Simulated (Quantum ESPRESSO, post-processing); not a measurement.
# AlN/Al(1-x)Ga(x)N (10-10) interfaces, on the lattice of AlN: a series in the share x of Ga, part 5 of 9

Aim: how the results for AlN/Al(1-x)Ga(x)N (10-10) interfaces, on the lattice of AlN change with the share x of Ga.

Quantum ESPRESSO 7.5; plane-wave DFT, LDA, GBRV ultrasoft pseudopotentials.

So far. Step 2 (Variable-cell relaxation of the reference):  The last row is no step: it is a fresh SCF in the final cell with a new plane-wave basis, -1 meV from the row before. Step 5 (Relaxing cell and ions, 0.25):  The last row is no step: it is a fresh SCF in the final cell with a new plane-wave basis, -1 meV from the row before.

## Step 8: Ground state, 0.25

The self-consistent run of this member.

System of this step: AlN/Al(1-x)Ga(x)N (10-10) superlattice, x = 1/4. The cell holds 32 atoms: 14 Al, 16 N and 2 Ga. Its edges and angles: a = 3.092 Å, b = 4.952 Å, c = 21.522 Å, α = 90.0°, β = 90.0°, γ = 90.0°. The structure's axis is c.

m0.scf.in

```
&control
  prefix = 'm0.scf'
  outdir = './out'
  pseudo_dir = './pseudo'
  calculation = 'scf'
  tprnfor = .true.
/
&system
  ibrav = 0
  nat = 32
  ntyp = 3
  ecutwfc = 40
  ecutrho = 200
  occupations = 'smearing'
  smearing = 'fd'
  degauss = 0.002
/
&electrons
  conv_thr = 1e-08
  mixing_beta = 0.4
  electron_maxstep = 160
  mixing_mode = 'TF'
  mixing_ndim = 12
/
ATOMIC_SPECIES
  Al  26.9815  al_lda_v1.uspp.F.UPF
  N   14.0070  n_lda_v1.2.uspp.F.UPF
  Ga  69.7230  ga_lda_v1.4.uspp.F.UPF
CELL_PARAMETERS angstrom
  3.09241662500000 0.00000000000000 0.00000000000000
  0.00000000000000 4.95246770000000 -0.00000107500000
  0.00000000000000 0.00000000000000 21.52167237400000
ATOMIC_POSITIONS crystal
  Al  0.500000000000 0.500114910800 0.000000000000
  N   0.500000000000 0.881885129000 -0.000000087082
  Al  0.000000000000 0.000115037000 0.041478971688
  N   0.000000000000 0.381884923800 0.041479127360
  Al  0.000000000000 0.500114911100 0.124437797726
  N   0.000000000000 0.881885128700 0.124437710719
  Al  0.500000000000 0.000115036100 0.165916769862
  N   0.500000000000 0.381884923300 0.165916925584
  Al  0.500000000000 0.500114910800 0.248875596000
  N   0.500000000000 0.881885129000 0.248875508919
  Al  0.000000000000 0.000115037000 0.290354567688
  N   0.000000000000 0.381884923800 0.290354723360
  Al  0.000000000000 0.500114911100 0.373313393727
  N   0.000000000000 0.881885128700 0.373313306720
  Al  0.500000000000 0.000115036100 0.414792365863
  N   0.500000000000 0.381884923300 0.414792521584
  Ga  0.500000000000 0.500851409800 0.497751192000
  N   0.500000000000 0.890940679900 0.497686764277
  Al  0.000000000000 -0.000578431700 0.540318375680
  N   0.000000000000 0.377593749700 0.541718387879
  Al  0.000000000000 0.500243656600 0.623645082754
  N   0.000000000000 0.880088188800 0.623497208275
  Al  0.500000000000 -0.000529849700 0.665107685120
  N   0.500000000000 0.379390596600 0.663909970580
  Ga  0.500000000000 0.500851409800 0.748875596000
  N   0.500000000000 0.890940679900 0.748811168276
  Al  0.000000000000 -0.000578431700 0.791442779680
  N   0.000000000000 0.377593749700 0.792842791878
  Al  0.000000000000 0.500243656600 0.874769486754
  N   0.000000000000 0.880088188800 0.874621612274
  Al  0.500000000000 -0.000529849700 0.916232089120
  N   0.500000000000 0.379390596600 0.915034374580
K_POINTS automatic
  6 5 1 0 0 0
```

Run with:

```bash
$ OMP_NUM_THREADS=1 mpirun -n 4 pw.x -nk 2 -in m0.scf.in > m0.scf.out
```

What it wrote:

```text
[banner, memory and clock lines left out]
Program PWSCF v.7.5 starts

          URL

     Message from routine setup:
     using ibrav=0 with symmetry is DISCOURAGED, use correct ibrav instead

     bravais-lattice index     =            0
     lattice parameter (alat)  =       5.8438  a.u.
     unit-cell volume          =    2224.2944 (a.u.)^3
     number of atoms/cell      =           32
     number of atomic types    =            3
     number of electrons       =       160.00
     number of Kohn-Sham states=           96
     kinetic-energy cutoff     =      40.0000  Ry
     charge density cutoff     =     200.0000  Ry
     scf convergence threshold =      1.0E-08
     mixing beta               =       0.4000
     number of iterations used =           12  TF        mixing
     Exchange-correlation=  SLA  PZ   NOGX NOGC
                           (   1   1   0   0   0   0   0)

     celldm(1)=   5.843820  celldm(2)=   0.000000  celldm(3)=   0.000000
     celldm(4)=   0.000000  celldm(5)=   0.000000  celldm(6)=   0.000000

     crystal axes: (cart. coord. in units of alat)
               a(1) = (   1.000000   0.000000   0.000000 )
               a(2) = (   0.000000   1.601488  -0.000000 )
               a(3) = (   0.000000   0.000000   6.959500 )

     reciprocal axes: (cart. coord. in units 2 pi/alat)
               b(1) = (  1.000000 -0.000000  0.000000 )
               b(2) = (  0.000000  0.624419  0.000000 )
               b(3) = ( -0.000000  0.000000  0.143688 )

     PseudoPot. # 1 for Al read from file:
     ./pseudo/al_lda_v1.uspp.F.UPF
     Pseudo is Ultrasoft + core correction, Zval =  3.0
     Generated by new atomic code, or converted to UPF format
     Using radial grid of  893 points,  3 beta functions with:
                l(1) =   0
                l(2) =   1
                l(3) =   2
     Q(r) pseudized with  8 coefficients,  rinner =    0.900   0.900   0.900
                                                       0.900   0.900

     PseudoPot. # 2 for N  read from file:
     ./pseudo/n_lda_v1.2.uspp.F.UPF
     Pseudo is Ultrasoft + core correction, Zval =  5.0
     Generated by new atomic code, or converted to UPF format
     Using radial grid of  729 points,  4 beta functions with:
                l(1) =   0
                l(2) =   0
                l(3) =   1
                l(4) =   1
     Q(r) pseudized with  8 coefficients,  rinner =    0.900   0.900   0.900

     PseudoPot. # 3 for Ga read from file:
     ./pseudo/ga_lda_v1.4.uspp.F.UPF
     Pseudo is Ultrasoft + core correction, Zval = 19.0
     Generated by new atomic code, or converted to UPF format
     Using radial grid of  871 points,  6 beta functions with:
                l(1) =   0
                l(2) =   0
                l(3) =   1
                l(4) =   1
                l(5) =   2
                l(6) =   2
     Q(r) pseudized with  8 coefficients,  rinner =    1.250   1.250   1.250
                                                       1.250   1.250

     atomic species   valence    mass     pseudopotential
     Al                3.00    26.98150     Al( 1.00)
     N                 5.00    14.00700     N ( 1.00)
     Ga               19.00    69.72300     Ga( 1.00)

      2 Sym. Ops. (no inversion) found

   Cartesian axes

     site n.     atom                  positions (alat units)
         1        Al     tau(   1) = (   0.5000000   0.8009280  -0.0000002  )
         2        N      tau(   2) = (   0.5000000   1.4123283  -0.0000009  )
         3        Al     tau(   3) = (   0.0000000   0.0001842   0.2886729  )
         4        N      tau(   4) = (   0.0000000   0.6115841   0.2886738  )
         5        Al     tau(   5) = (   0.0000000   0.8009280   0.8660246  )
         6        N      tau(   6) = (   0.0000000   1.4123283   0.8660239  )
         7        Al     tau(   7) = (   0.5000000   0.0001842   1.1546977  )
         8        N      tau(   8) = (   0.5000000   0.6115841   1.1546987  )
         9        Al     tau(   9) = (   0.5000000   0.8009280   1.7320494  )
        10        N      tau(  10) = (   0.5000000   1.4123283   1.7320487  )
        11        Al     tau(  11) = (   0.0000000   0.0001842   2.0207225  )
        12        N      tau(  12) = (   0.0000000   0.6115841   2.0207235  )
        13        Al     tau(  13) = (   0.0000000   0.8009280   2.5980743  )
        14        N      tau(  14) = (   0.0000000   1.4123283   2.5980735  )
        15        Al     tau(  15) = (   0.5000000   0.0001842   2.8867473  )
        16        N      tau(  16) = (   0.5000000   0.6115841   2.8867483  )
        17        Ga     tau(  17) = (   0.5000000   0.8021075   3.4640991  )
        18        N      tau(  18) = (   0.5000000   1.4268307   3.4636505  )
        19        Al     tau(  19) = (   0.0000000  -0.0009264   3.7603455  )
        20        N      tau(  20) = (   0.0000000   0.6047118   3.7700888  )
        21        Al     tau(  21) = (   0.0000000   0.8011341   4.3402576  )
        22        N      tau(  22) = (   0.0000000   1.4094506   4.3392283  )
        23        Al     tau(  23) = (   0.5000000  -0.0008485   4.6288167  )
        24        N      tau(  24) = (   0.5000000   0.6075894   4.6204811  )
        25        Ga     tau(  25) = (   0.5000000   0.8021075   5.2117993  )
        26        N      tau(  26) = (   0.5000000   1.4268307   5.2113507  )
        27        Al     tau(  27) = (   0.0000000  -0.0009264   5.5080457  )
        28        N      tau(  28) = (   0.0000000   0.6047118   5.5177890  )
        29        Al     tau(  29) = (   0.0000000   0.8011341   6.0879578  )
        30        N      tau(  30) = (   0.0000000   1.4094506   6.0869285  )
        31        Al     tau(  31) = (   0.5000000  -0.0008485   6.3765169  )
        32        N      tau(  32) = (   0.5000000   0.6075894   6.3681813  )

     number of k points=    12  Fermi-Dirac smearing, width (Ry)=  0.0020
                       cart. coord. in units 2pi/alat
        k(    1) = (   0.0000000   0.0000000   0.0000000), wk =   0.0666667
        k(    2) = (   0.0000000   0.1248839   0.0000000), wk =   0.1333333
        k(    3) = (   0.0000000   0.2497677   0.0000000), wk =   0.1333333
        k(    4) = (   0.1666667   0.0000000   0.0000000), wk =   0.1333333
        k(    5) = (   0.1666667   0.1248839   0.0000000), wk =   0.2666667
        k(    6) = (   0.1666667   0.2497677   0.0000000), wk =   0.2666667
        k(    7) = (   0.3333333   0.0000000   0.0000000), wk =   0.1333333
        k(    8) = (   0.3333333   0.1248839   0.0000000), wk =   0.2666667
[...]
-84.0986 -84.0977 -84.0917 -84.0905 -84.0883 -84.0809  -6.7283  -6.6306
    -6.5093  -6.3519  -6.1928  -6.0741  -6.0137  -5.9524  -5.7110  -5.3854
    -5.2867  -5.1383  -5.0863  -5.0729  -5.0649  -5.0223  -5.0186  -4.9758
    -4.9260  -4.8577  -4.7830  -4.7232  -4.1281  -4.0830  -3.7517  -3.7305
     1.9695   2.1223   2.2552   2.3056   2.4746   2.5354   2.6100   2.6983
     2.8903   2.9469   3.0180   3.1489   3.1861   3.3104   3.6165   3.7029
     3.9510   3.9611   4.0464   4.2299   4.2585   4.3175   4.3317   4.4870
     4.6913   5.0552   5.0649   5.3302   5.3384   5.4037   5.4281   5.5803
     5.7028   5.7319   5.7479   5.7951   6.2942   6.3067   6.4098   6.4402
     6.4802   6.6718   6.6862   6.8007   6.8577   6.8876   6.9591   7.1266
    13.0408  13.1471  13.1866  13.2879  13.3234  13.4604  13.4931  14.0111
    14.0729  14.0991  14.3220  14.4388  14.8621  15.0310  15.0449  15.5404

          k = 0.3333 0.2498 0.0000 (  9490 PWs)   bands (ev):

   -84.0985 -84.0977 -84.0916 -84.0905 -84.0883 -84.0809  -6.5512  -6.5089
    -6.3178  -6.1087  -6.0648  -6.0042  -5.9233  -5.7762  -5.5792  -5.4995
    -5.3963  -5.3241  -5.2337  -5.1905  -5.0831  -5.0722  -5.0601  -5.0160
    -5.0101  -4.9960  -4.7551  -4.7426  -4.3599  -4.3390  -3.9203  -3.7883
     1.8016   1.8999   2.1774   2.2326   2.3573   2.4261   2.4765   2.5543
     2.6690   2.6832   2.6942   2.7565   3.0375   3.1555   3.1981   3.2338
     3.5913   3.9351   4.1237   4.1325   4.7003   4.7093   5.2359   5.2625
     5.3213   5.3498   5.4827   5.5960   5.7602   5.8353   5.9774   6.0004
     6.0358   6.0727   6.1361   6.2331   6.2451   6.3236   6.3651   6.5275
     6.5660   6.5686   6.5877   6.6165   6.6582   6.7147   6.8316   6.8718
    13.0193  13.1240  13.2583  13.3433  13.6342  13.7172  13.7369  13.8065
    13.9148  13.9763  14.0752  14.3519  14.4326  14.4570  14.5374  15.3195

          k =-0.5000 0.0000 0.0000 (  9556 PWs)   bands (ev):

   -84.0987 -84.0982 -84.0918 -84.0909 -84.0883 -84.0808  -6.4823  -6.4744
    -6.2240  -6.0909  -5.9701  -5.8828  -5.7003  -5.6788  -5.6405  -5.5568
    -5.1835  -5.1643  -5.0805  -5.0459  -5.0310  -5.0250  -4.8382  -4.8251
    -4.7865  -4.7333  -4.5831  -4.5645  -3.9112  -3.8459  -3.7019  -3.6671
     1.7045   1.9474   2.0160   2.1010   2.2539   2.2617   2.6952   2.8490
     3.0795   3.1079   3.2783   3.3317   3.3552   3.3929   3.5162   3.5654
     3.7716   3.8576   3.9112   3.9134   3.9641   4.0568   4.0681   4.1787
     4.4699   4.6244   4.7684   4.7844   4.8292   4.8439   5.3201   5.3262
     5.6673   5.6809   5.6885   5.7271   5.8568   5.8712   5.8772   5.9366
     6.0645   6.1172   6.3488   6.3641   6.3708   6.3919   6.8400   6.9244
    13.0112  13.1320  13.1412  13.2066  13.2316  13.2641  13.4217  13.4878
    13.5015  13.6388  14.0742  14.0758  14.1716  14.2006  15.0824  15.3437

          k =-0.5000 0.1249 0.0000 (  9560 PWs)   bands (ev):

   -84.0987 -84.0982 -84.0917 -84.0909 -84.0883 -84.0809  -6.4642  -6.4559
    -6.1844  -6.0384  -5.9300  -5.8589  -5.6122  -5.5928  -5.5582  -5.4764
    -5.1891  -5.1580  -5.0667  -5.0394  -5.0312  -5.0255  -4.9045  -4.8940
    -4.8662  -4.8029  -4.5664  -4.5471  -4.0103  -3.9619  -3.7114  -3.6927
     1.4304   1.7438   1.7490   1.8912   2.0503   2.0881   2.4537   2.6334
     2.7442   2.7685   2.7749   2.8312   2.8679   2.9013   3.0568   3.0909
     4.1477   4.2785   4.3403   4.3819   4.3878   4.4336   4.6102   4.6739
     4.7655   4.8146   5.0760   5.0962   5.1173   5.1311   5.4424   5.4455
     5.4552   5.4845   5.9647   6.0098   6.0166   6.0258   6.1797   6.1900
     6.3860   6.3907   6.4365   6.4570   6.5551   6.5658   6.6674   6.7438
    12.6507  12.7230  12.9944  13.0894  13.1050  13.1751  13.3321  13.3625
    13.6072  13.6266  14.1042  14.1893  14.1905  14.2202  15.0058  15.0711

          k =-0.5000 0.2498 0.0000 (  9512 PWs)   bands (ev):

   -84.0985 -84.0982 -84.0916 -84.0909 -84.0883 -84.0809  -6.4335  -6.4265
    -6.1363  -5.9742  -5.8329  -5.7827  -5.3807  -5.3674  -5.3446  -5.2712
    -5.1879  -5.1621  -5.1021  -5.0957  -5.0783  -5.0419  -5.0387  -5.0278
    -5.0212  -4.9789  -4.5055  -4.4840  -4.2248  -4.2072  -3.7490  -3.7214
     1.2062   1.5194   1.6624   1.7636   1.9625   1.9864   1.9951   2.0736
     2.1419   2.2215   2.3170   2.3383   2.3972   2.5261   2.5511   2.6830
     4.2129   4.2551   4.7270   4.7332   4.8589   4.8729   4.8904   4.8941
     5.4189   5.4362   5.4553   5.4741   5.6863   5.7071   5.7823   5.7990
     6.0326   6.0498   6.0694   6.0958   6.1345   6.1828   6.2307   6.2832
     6.3977   6.4575   6.6337   6.6691   6.6760   6.7731   6.7837   6.9129
    12.4214  12.5336  12.9625  13.0279  13.1263  13.1512  13.1957  13.2157
    13.7344  13.7950  13.8210  13.8294  14.0333  14.0908  14.3651  14.3797

     the Fermi energy is     9.5511 ev

!    total energy              =   -1248.74208344 Ry
     estimated scf accuracy    <          2.0E-09 Ry
     smearing contrib. (-TS)   =       0.00000000 Ry
     internal energy E=F+TS    =   -1248.74208344 Ry

     The total energy is F=E-TS. E is the sum of the following terms:
     one-electron contribution =   -1380.65617148 Ry
     hartree contribution      =     784.96914168 Ry
     xc contribution           =    -243.93991192 Ry
     ewald contribution        =    -409.11514172 Ry

     convergence has been achieved in  29 iterations

     Forces acting on atoms (cartesian axes, Ry/au):

     atom    1 type  1   force =     0.00000000   -0.00440598   -0.01779194
     atom    2 type  2   force =     0.00000000    0.00048300   -0.00601091
     atom    3 type  1   force =     0.00000000   -0.00069392   -0.00205492
     atom    4 type  2   force =     0.00000000   -0.00026377   -0.00165363
     atom    5 type  1   force =     0.00000000    0.00047029    0.00035642
     atom    6 type  2   force =     0.00000000    0.00000666    0.00014464
     atom    7 type  1   force =     0.00000000   -0.00019202    0.00013391
     atom    8 type  2   force =     0.00000000   -0.00006471   -0.00030429
     atom    9 type  1   force =     0.00000000    0.00044612    0.00015083
     atom   10 type  2   force =     0.00000000   -0.00004270   -0.00042060
     atom   11 type  1   force =     0.00000000   -0.00068378    0.00070163
     atom   12 type  2   force =     0.00000000   -0.00058418    0.00035186
     atom   13 type  1   force =     0.00000000    0.00195073    0.00076725
     atom   14 type  2   force =     0.00000000   -0.00105024   -0.00082255
     atom   15 type  1   force =     0.00000000    0.00298713   -0.00012890
     atom   16 type  2   force =     0.00000000   -0.00937512   -0.03376092
     atom   17 type  3   force =     0.00000000    0.00586936    0.02190169
     atom   18 type  2   force =     0.00000000   -0.00021301    0.00679698
     atom   19 type  1   force =     0.00000000    0.00081429    0.00211302
     atom   20 type  2   force =     0.00000000    0.00010504    0.00195151
     atom   21 type  1   force =     0.00000000   -0.00043379   -0.00036322
     atom   22 type  2   force =     0.00000000    0.00011775   -0.00056595
     atom   23 type  1   force =     0.00000000   -0.00003405   -0.00005633
     atom   24 type  2   force =     0.00000000   -0.00016594    0.00046183
     atom   25 type  3   force =     0.00000000   -0.00024232   -0.00000851
     atom   26 type  2   force =     0.00000000    0.00014151    0.00043306
     atom   27 type  1   force =     0.00000000    0.00084576   -0.00083428
     atom   28 type  2   force =     0.00000000    0.00038846   -0.00032220
     atom   29 type  1   force =     0.00000000   -0.00199704   -0.00122848
     atom   30 type  2   force =     0.00000000    0.00105509    0.00060527
     atom   31 type  1   force =     0.00000000   -0.00302747   -0.00081301
     atom   32 type  2   force =     0.00000000    0.00778885    0.03027077

     Total force =     0.056488     Total SCF correction =     0.000124

     XML data file, charge density, pseudopotentials, collected wavefunctions

                                        0.00s GPU  (     899 calls)
```

It took 3.3 min on 4 MPI ranks of Arm Neoverse V2, shared host; peak memory 0.98 GiB; 13 min of CPU time.

Numbers from this step:

```
free energy  : -16990.0016 eV
Fermi energy : 9.551 eV
```

## Step 9: Potential by pp.x, 0.25

m0.pot.in

```
&inputpp
  prefix = 'm0.scf'
  outdir = './out'
  filplot = 'm0.pot.dat'
  plot_num = 11
/
```

Run with:

```bash
$ OMP_NUM_THREADS=1 mpirun -n 4 pp.x -in m0.pot.in > m0.pot.out
```

What it wrote:

```text
[banner, memory and clock lines left out]
Program POST-PROC v.7.5 starts

          URL

     ./out/m0.scf.save/

     IMPORTANT: XC functional enforced from input :
     Exchange-correlation= PZ
                           (   1   1   0   0   0   0   0)
     Any further DFT definition will be discarded
     Please, verify this is what you really want

     Calling punch_plot, plot_num =  11
     Writing data to file  m0.pot.dat
     Message from routine chdens:
     namelist plot not found or invalid, exiting
```

It took 0.97 s on 4 MPI ranks; peak memory 0.14 GiB.

The potential energy, planar mean oscillates, so the rows of the table below give means over windows of 1.35 Å about each position, cut where the curve ends. Its first 14 maxima inside the range that stand out by 2 % of the span (Å: eV): 0.4: -10.9, 1.8: -0.925, 3.1: -10.9, 4.5: -0.927, 5.8: -10.9, 7.2: -0.932, 8.5: -10.9, 9.9: -0.864, 11.2: -10.7, 12.6: -0.718, 13.9: -11.0, 15.2: -0.662, 16.6: -10.7, 17.9: -0.719. Its first 14 minima: 0.8: -12.3, 2.8: -12.3, 3.5: -12.3, 5.4: -12.3, 6.2: -12.3, 8.1: -12.3, 8.9: -12.3, 10.8: -12.7, 11.5: -11.9, 13.5: -12.1, 14.2: -12.3, 16.1: -12.6, 16.9: -11.9, 18.9: -12.2.

Electrostatic potential energy of an electron; zero at the Fermi level. Potential energy, planar mean against z; means over each step:

```
z (Å)  potential energy, planar mean (eV)
 0.68                               -10.8
 2.03                               -4.70
 3.38                               -10.7
 4.73                               -4.83
 6.08                               -10.5
 7.43                               -4.95
 8.78                               -10.4
10.13                               -5.29
11.48                               -10.3
12.83                               -4.86
14.18                               -10.2
15.53                               -5.13
16.88                               -10.3
18.23                               -4.84
19.58                               -10.2
20.93                               -3.79
```

## Step 10: The line-up

Bulk edges are hung on the mean potential of each side.

Numbers from this step:

```
mean potential in the stack, first crystal                       : 1.842 eV
valence top over the bulk's mean potential, first crystal        : 5.643 eV
conduction bottom over the bulk's mean potential, first crystal  : 9.998 eV
slope of the running mean in the stack, first crystal            : 0.002218 eV/Å
period along the stack, first crystal                            : 5.356 Å
mean potential in the stack, second crystal                      : 1.928 eV
valence top over the bulk's mean potential, second crystal       : 5.878 eV
conduction bottom over the bulk's mean potential, second crystal : 9.639 eV
slope of the running mean in the stack, second crystal           : -0.002288 eV/Å
period along the stack, second crystal                           : 5.405 Å
```

(Continued in part 6 of 9.)

[Logs are printed without paths, hosts, clocks, repeated set-up lines and the standing remarks that a program may print on its own settings, such as how far it seeks lower states.]

[Hosts, paths, dates, database ids (printed as entryN), source tags and the programs' standing remarks are cut or masked in the printed files.]

[Maps of the electrostatic potential energy from Ansatz leave out the sawtooth potential of an applied field or a dipole correction, so their vacuum need not be flat; planar profiles and work functions include it.]
